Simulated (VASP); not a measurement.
# Re (Fm-3m) in VASP: notebook, part 2 of 2

VASP 6.6.1.

**4. Single point, LDA**

This run uses another cell than the first one, of 14.70 Å³/atom, 1.022 times its volume.

The input, INCAR:

```
ALGO = Normal
EDIFF = 1E-6
ENCUT = 520
ISIF = 2
ISMEAR = 0
LASPH = T
LCHARG = F
LREAL = F
LWAVE = F
NBANDS = 10
NELM = 100
PREC = Accurate
SIGMA = 0.1
```

The input, KPOINTS:

```
k-points
0
Gamma
  8 8 8
```

The input, POSCAR:

```
Re
1.0
    0.0000000000      1.9442962850      1.9442962850
    1.9442962850      0.0000000000      1.9442962850
    1.9442962850      1.9442962850      0.0000000000
Re
1
Direct
    0.0000000000      0.0000000000      0.0000000000
```

Potentials or basis: VASP PAW LDA potentials, release 64 (Re).

On the command line:

```sh
cat potpaw_LDA.64/Re/POTCAR > POTCAR
mpirun -np 1 vasp_std > vasp.out
```

OUTCAR:

```text
EDIFF = 1E-6
   ENCUT = 520
   ISIF = 2
   ISMEAR = 0
   LASPH = T
   LREAL = F
   NELM = 100
   PREC = Accurate

 ion  position               nearest neighbor table
   1  0.000  0.000  0.000-

  LATTYP: Found a face centered cubic cell.
 ALAT       =     3.8885925700

  Lattice vectors:

 A1 = (   0.0000000000,   1.9442962850,   1.9442962850)
 A2 = (   1.9442962850,   0.0000000000,   1.9442962850)
 A3 = (   1.9442962850,   1.9442962850,   0.0000000000)

Analysis of symmetry for initial positions (statically):
=====================================================================
 Subroutine PRICEL returns:
 Original cell was already a primitive cell.

 Routine SETGRP: Setting up the symmetry group for a
 face centered cubic supercell.

 Subroutine GETGRP returns: Found 48 space group operations
 (whereof 48 operations were pure point group operations)
 out of a pool of 48 trial point group operations.

The static configuration has the point symmetry O_h .

Analysis of symmetry for dynamics (positions and initial velocities):
=====================================================================
 Subroutine PRICEL returns:
 Original cell was already a primitive cell.

 Routine SETGRP: Setting up the symmetry group for a
 face centered cubic supercell.

 Subroutine GETGRP returns: Found 48 space group operations
 (whereof 48 operations were pure point group operations)
 out of a pool of 48 trial point group operations.

The dynamic configuration has the point symmetry O_h .

 Subroutine INISYM returns: Found 48 space group operations
 (whereof 48 operations are pure point group operations),
 and found     1 'primitive' translations

----------------------------------------------------------------------------------------

                                     Primitive cell

  volume of cell :      14.7000

  direct lattice vectors                    reciprocal lattice vectors
     0.000000000  1.944296285  1.944296285    -0.257162452  0.257162452  0.257162452
     1.944296285  0.000000000  1.944296285     0.257162452 -0.257162452  0.257162452
     1.944296285  1.944296285  0.000000000     0.257162452  0.257162452 -0.257162452

  length of vectors
     2.749650176  2.749650176  2.749650176     0.445418433  0.445418433  0.445418433

  position of ions in fractional coordinates (direct lattice)
     0.000000000  0.000000000  0.000000000

  ion indices of the primitive-cell ions
   primitive index   ion index
                 1           1

----------------------------------------------------------------------------------------

 KPOINTS: k-points

Automatic generation of k-mesh.
 Grid dimensions read from file:
 generate k-points for:    8    8    8

 Generating k-lattice:

  Cartesian coordinates                     Fractional coordinates (reciprocal lattice)
    -0.032145306  0.032145306  0.032145306     0.125000000  0.000000000  0.000000000
     0.032145306 -0.032145306  0.032145306     0.000000000  0.125000000  0.000000000
     0.032145306  0.032145306 -0.032145306     0.000000000  0.000000000  0.125000000

  Length of vectors
     0.055677304  0.055677304  0.055677304

  Shift w.r.t. Gamma in fractional coordinates (k-lattice)
     0.000000000  0.000000000  0.000000000

 Subroutine IBZKPT returns following result:
 ===========================================

 Found     29 irreducible k-points:

 Following reciprocal coordinates:
            Coordinates               Weight
  0.000000  0.000000  0.000000      1.000000
  0.125000  0.000000  0.000000      8.000000
  0.250000  0.000000  0.000000      8.000000
  0.375000  0.000000  0.000000      8.000000
  0.500000  0.000000  0.000000      4.000000
  0.125000  0.125000  0.000000      6.000000
[... 16 lines left out ...]
  0.500000  0.250000  0.125000     48.000000
 -0.375000  0.250000  0.125000     24.000000
 [... further k-points ...]
   k-points           NKPTS =     29   k-points in BZ     NKDIM =     29   number of bands    NBANDS=     10
   number of dos      NEDOS =    301   number of ions     NIONS =      1
   total plane-waves  NPLWV =   8000
   dimension x,y,z NGX =    20 NGY =   20 NGZ =   20
   dimension x,y,z NGXF=    40 NGYF=   40 NGZF=   40
   ions per type =               1
   NGX,Y,Z   is equivalent  to a cutoff of  12.09, 12.09, 12.09 a.u.
   NGXF,Y,Z  is equivalent  to a cutoff of  24.18, 24.18, 24.18 a.u.
 SYSTEM =  unknown system
   PREC   = accura    normal or accurate (medium, high low for compatibility)
   ISTART =      0    job   : 0-new  1-cont  2-samecut
   ICHARG =      2    charge: 1-file 2-atom 10-const
   ISPIN  =      1    spin polarized calculation?
   LNONCOLLINEAR =      F non collinear calculations
   LSORBIT =      F    spin-orbit coupling
   LASPH  =      T    aspherical Exc in radial PAW
   ENCUT  =  520.0 eV  38.22 Ry    6.18 a.u.   5.11  5.11  5.11*2*pi/ulx,y,z
   NELM   =    100;   NELMIN=  2; NELMDL= -5     # of ELM steps
   EDIFF  = 0.1E-05   stopping-criterion for ELM
   LREAL  =      F    real-space projection
   EDIFFG = 0.1E-04   stopping-criterion for IOM
   NSW    =      0    number of steps for IOM
   IBRION =     -1    ionic relax: 0-MD 1-quasi-New 2-CG
   NFREE  =      0    steps in history (QN), initial steepest desc. (CG)
   ISIF   =      2    stress and relaxation
   ISYM   =      2    0-nonsym 1-usesym 2-fastsym
   POTIM  = 0.5000    time-step for ionic-motion
   TEBEG  =    0.0;   TEEND  =   0.0 temperature during run
   PSTRESS=    0.0 pullay stress
   NELECT =       7.0000    total number of electrons
   NUPDOWN=      -1.0000    fix difference up-down
   EMIN   =  10.00;   EMAX   =-10.00  energy-range for DOS
   EFERMI =   0.00;   METHOD = LEGACY
   ISMEAR =     0;   SIGMA  =   0.10  broadening in eV -4-tet -1-fermi 0-gaus
   EFERMI_NEDOS =   21; number of points for ismear=-14 and -15
   IALGO  =     38    algorithm
   IMIX   =      4    mixing-type and parameters
     AMIX     =   0.40;   BMIX     =  1.00
     AMIX_MAG =   1.60;   BMIX_MAG =  1.00
  volume/ion in A,a.u.               =      14.70        99.20
  Fermi-wavevector in a.u.,A,eV,Ry     =   1.278405  2.415835 22.236258  1.634319
  Thomas-Fermi vector in A             =   2.410949
   LORBIT       =      0    0 simple, 1 ext, 2 COOP (PROOUT), +10 PAW based schemes
   GGA     = CA    functional components
   LHFCALC =     F    Hartree Fock is set to
   AEXX    =    0.0000 exact exchange contribution
   IVDW    =     0    specifies the selected vdW correction
   LEPSILON=     F    determine dielectric tensor
   LRPA    =     F    only Hartree local field effects (RPA)
 non-spin polarized calculation
 Gauss-broadening in eV      SIGMA  =   0.10
  energy-cutoff  :      520.00
  volume of cell :       14.70
 maximum number of plane-waves:       415
   NGX = 11   NGY = 11   NGZ = 11

 number of electron       7.0000001 magnetization

 Free energy of the ion-electron system (eV)
  ---------------------------------------------------
  ext. energy  EPLUGINS =         0.00000000
  ---------------------------------------------------
  free energy    TOTEN  =       -13.66996435 eV

  energy without entropy =      -13.66473288  energy(sigma->0) =      -13.66734861

 E-fermi :   8.3052     XC(G=0): -13.8447

 val. band max:        7.9984145678   @ k =  -0.3750   0.5000   0.1250
 cond. band min:       8.3190315587   @ k =  -0.1250   0.1250   0.0000
 fundamental gap:      0.3206169910
 Fermi energy:         8.3051660667

 k-point     1 :       0.0000    0.0000    0.0000
  band No.  band energies     occupation
      1      -1.9434      2.00000
      2       6.1925      2.00000
      3       6.1925      2.00000
      4       6.1925      2.00000
      5       9.3880      0.00000
      6       9.3880      0.00000
      7      22.0781      0.00000
      8      27.7189      0.00000
      9      27.7189      0.00000
     10      27.7189      0.00000
[... 287 lines left out ...]
 k-point    24 :      -0.3750    0.2500    0.1250
  band No.  band energies     occupation
      1       2.9003      2.00000
      2       4.3441      2.00000
      3       6.2258      2.00000
      4       7.5811      2.00000
      5      11.4973      0.00000
      6      15.5195      0.00000
      7      17.1206      0.00000
      8      24.7155      0.00000
      9      25.7162      0.00000
     10      28.4298      0.00000

 [... further k-points ...]

------------------------ aborting loop because EDIFF is reached ----------------------------------------

  FORCE on cell =-STRESS in cart. coord.  units (eV):
  Direction    XX          YY          ZZ          XY          YZ          ZX
  --------------------------------------------------------------------------------------
  -------------------------------------------------------------------------------------
  Total       -0.7091526     -0.7091526     -0.7091526     -0.0000000     -0.0000000      0.0000000
  in kB      -77.2917131    -77.2917131    -77.2917131     -0.0000000     -0.0000000      0.0000000
  external PRESSURE =     -77.2917131 kB  Pullay stress =       0.0000000 kB

 VOLUME and BASIS-vectors are now :
 -----------------------------------------------------------------------------
  energy-cutoff  :      520.00
  volume of cell :       14.70
      direct lattice vectors                 reciprocal lattice vectors
     0.000000000  1.944296285  1.944296285    -0.257162452  0.257162452  0.257162452
     1.944296285  0.000000000  1.944296285     0.257162452 -0.257162452  0.257162452
     1.944296285  1.944296285  0.000000000     0.257162452  0.257162452 -0.257162452

 POSITION                                       TOTAL-FORCE (eV/Angst)
 -----------------------------------------------------------------------------------
      0.00000      0.00000      0.00000        -0.000000     -0.000000      0.000000
 -----------------------------------------------------------------------------------
    total drift:                                0.000000      0.000000     -0.000000

  FREE ENERGIE OF THE ION-ELECTRON SYSTEM (eV)
  ---------------------------------------------------
  free  energy   TOTEN  =       -13.6699643472 eV

  energy  without entropy=      -13.6647328762  energy(sigma->0) =      -13.66734861
```

OSZICAR:

```text
N       E                     dE             d eps       ncg     rms          rms(c)
DAV:   1     0.111810592056E+02    0.11181E+02   -0.33567E+03   752   0.642E+02
DAV:   2    -0.135645760205E+02   -0.24746E+02   -0.21459E+02   778   0.144E+02
DAV:   3    -0.144024452680E+02   -0.83787E+00   -0.82758E+00   900   0.372E+01
DAV:   4    -0.144058104086E+02   -0.33651E-02   -0.33614E-02   888   0.119E+00
DAV:   5    -0.144058138728E+02   -0.34642E-05   -0.34653E-05   774   0.383E-02    0.302E+01
DAV:   6    -0.138462920720E+02    0.55952E+00   -0.48491E-01   924   0.105E+01    0.127E+01
DAV:   7    -0.136744089411E+02    0.17188E+00   -0.33926E-01   922   0.834E+00    0.267E-01
DAV:   8    -0.136709944188E+02    0.34145E-02   -0.12656E-03   826   0.281E-01    0.116E-01
DAV:   9    -0.136699589400E+02    0.10355E-02   -0.51589E-04   740   0.136E-01    0.239E-02
DAV:  10    -0.136699647762E+02   -0.58363E-05   -0.10675E-05   782   0.211E-02    0.525E-03
DAV:  11    -0.136699643472E+02    0.42907E-06   -0.87441E-07   476   0.642E-03
   1 F= -.13669964E+02 E0= -.13667349E+02  d E =-.523147E-02
```

Wall time 4.3 s (1 thread of Intel Xeon Platinum 8259CL at 2.50GHz (Skylake/Cascade Lake), shared host); peak memory 0.12 GiB.

What came out:

```
Free energy            : -13.6700 eV
Pressure               : -7.7 GPa
Band gap on the k mesh : none (metal or under the smearing width)
```

**5. The runs side by side**

```csv
task,cell,k mesh,cutoff (eV),gap on the mesh (eV),pressure (GPa)
single point,"Fm-3m, 14.39 Å³/atom",18 × 18 × 18,520,none,1.4
relaxation of cell and atoms,relaxed,18 × 18 × 18,600,none,0.0
single point,"Fm-3m, 14.7 Å³/atom",8 × 8 × 8,520,none,-7.7
```

Alike in all rows: level LDA; potentials or basis VASP PAW LDA potentials, release 64 (Re); no spin polarisation; smearing gaussian 0.1 eV.

Absolute energies hang on the potentials; compare differences alone.
